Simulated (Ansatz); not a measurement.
**CdS: pressure up to the limit of the methods**

The task here is to estimate one member of a computed series from the others.

Program: Ansatz 0.2.0. Level of theory: DFT PBEsol, with the methods named in each step. These are calculated values, not measurements.

**The system as given**

It takes space group F-43m (No. 216, cubic). Conventional cell: a = 5.886 Å, b = 5.886 Å, c = 5.886 Å, α = 90.00°, β = 90.00°, γ = 90.00°. Cd (site symmetry -43m) has 4 S at 2.55 Å as nearest neighbours. S (site symmetry -43m) has 4 Cd at 2.55 Å as nearest neighbours.

As a file:

```cif
data_structure
_symmetry_space_group_name_H-M 'F-43m'
_symmetry_Int_Tables_number 216
_cell_length_a 5.8859
_cell_length_b 5.8859
_cell_length_c 5.8859
_cell_angle_alpha 90.000
_cell_angle_beta 90.000
_cell_angle_gamma 90.000
_cell_volume 203.91
loop_
_atom_site_label
_atom_site_type_symbol
_atom_site_symmetry_multiplicity
_atom_site_Wyckoff_symbol
_atom_site_fract_x
_atom_site_fract_y
_atom_site_fract_z
_atom_site_occupancy
Cd1 Cd 4 a 0.00000 0.00000 0.00000 1
S1 S 4 c 0.25000 0.25000 0.25000 1
```

The file gives the conventional cell by its symmetry; the runs use the cell typed in the input.

Whether this phase is the stable one at these pressures isn't tested.

Atoms are numbered in the order of the input: Cd1, S2.

Set-up of the first run:

File input.yaml:

```yaml
crystal:
  lattice:
    - [0.0, 2.9429534649, 2.9429534649]
    - [2.9429534649, 0.0, 2.9429534649]
    - [2.9429534649, 2.9429534649, 0.0]
  atoms:
    - { symbol: Cd, position: [0.0, 0.0, 0.0] }
    - { symbol: S, position: [0.75, 0.75, 0.75] }
kpoints:
  mp_grid: { grid: [8, 8, 8] }
  band_path:
    path:
      - [0.0, 0.0, 0.0]
      - [-0.5, -0.5, 0.0]
      - [-0.375, -0.375, 0.25]
      - [-0.375, 0.0, 0.375]
      - [0.0, 0.0, 0.0]
      - [0.0, 0.0, 0.5]
      - [-0.5, -0.25, 0.25]
      - [-0.5, -0.5, 0.0]
    npoints: 14
scf:
  occupations: { method: fermi_dirac, width: 0.03 }
hamiltonian:
  xc: pbesol
  pseudopotentials: { kind: all_electron, lapw: { basis_error: 0.001 } }
output:
  forces: true
  stress: true
  eigenvalues: true
  populations: true
```

Started as:

```sh
ansatz run input.yaml --threads 1 --pin off --max-ram 2048MiB --backend cpu --events-out ev --progress --plain --runs-dir out
```

Among the steps run: The reference volume, LAPW; Volume scaled by 1, crystal datasets; Volume scaled by 0.85, LAPW; Volume scaled by 0.65, LAPW; Volume scaled by 0.55, LAPW; Volume scaled by 0.55, crystal datasets.

One table of the session follows, with a row left open; its other results are not shown here.

```
          method  volume over the first  volume (Å³/atom)  pressure (GPa)  gap on the k mesh (eV)
            LAPW                      1            25.489           -1.78                    0.95
            LAPW                   0.85            21.666           10.91                    1.26
            LAPW                   0.65                 ?               ?                       ?
            LAPW                   0.55            14.019          126.96                    1.61
             PAW                      1            25.489           -1.80                    0.95
             PAW                   0.85            21.666           10.87                    1.26
             PAW                   0.65            16.568           61.25                    1.59
             PAW                   0.55            14.019          126.98                    1.62
crystal datasets                      1            25.489           -1.78                    0.95
crystal datasets                   0.55            14.019          126.95                    1.61
```

Q: Estimate the row for LAPW, 0.65 from the others.

**Answer.** volume (Å³/atom): 16.568; pressure (GPa): 61.27; gap on the k mesh (eV): 1.59.

To keep in mind: Warnings in the runs' records: stress scf threshold loose, gradients without spin orbit, crystal datasets made.
